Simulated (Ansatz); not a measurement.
Here is an Ansatz 0.2.0 calculation.

Contents of input.yaml:

```yaml
crystal:
  lattice:
    - [0.0, 2.0859016414, 2.0859016414]
    - [2.0859016414, 0.0, 2.0859016414]
    - [2.0859016414, 2.0859016414, 0.0]
  atoms:
    - { symbol: Ni, position: [0.0, 0.0, 0.0], spin: 1.0 }
    - { symbol: O, position: [0.5, 0.5, 0.5] }
kpoints:
  mp_grid: { grid: [8, 8, 8] }
scf:
  occupations: { method: fermi_dirac, width: 0.05 }
hamiltonian:
  xc: lda
  pseudopotentials: { kind: all_electron, lapw: { basis_error: 0.001 } }
magnetization:
  spin_polarized: true
output: {}
phonons:
  method: fd
  supercell: [1, 1, 1]
```

Potentials or basis: all-electron LAPW, scalar-relativistic.

Command:

```sh
$ ansatz run input.yaml --threads 2 --pin off --max-ram 6144MiB --backend cpu --events-out ev --progress --plain --runs-dir out
```

(1) Predict the highest phonon frequency at Γ.

(2) Predict the band gap on the k mesh.

(3) Estimate the site moments.

## Answers

(1) 252 cm⁻¹.

(2) none (metal or under the smearing width).

(3) Ni +0.60; O +0.10 μB.

Caveat: the k mesh is thin for a metal, which can move the energy by tens of meV per atom; a metal's response needs a denser mesh; a cell with one magnetic atom can't hold antiferromagnetic order, which such compounds often take; semilocal functionals often make such compounds metallic where correlation or magnetic order opens a gap, which also shifts bond lengths.

**Measured values to compare with.**

From “Local correlations, non-local screening, multiplets, and band formation in NiO”, 2012, arxiv:1210.6675, for a bulk crystal of NiO: band gap 4.3 eV.

A measured gap of NiO is 4.3 eV (quoted in “Local correlations, non-local screening, multiplets, and band formation in NiO”, 2012, arxiv:1210.6675); the calculated 0.00 eV misses it by -4.30 eV. So large a miss can be the level of theory's own, or it may mean another phase, state or a wrong row. The value is that of LDA on a finite k mesh, which can miss the band edges, without temperature or zero-point motion. Semilocal functionals fall short of measured gaps as a rule. The run's magnetic order (collinear spin, ferromagnetic start) needn't be the measured crystal's.
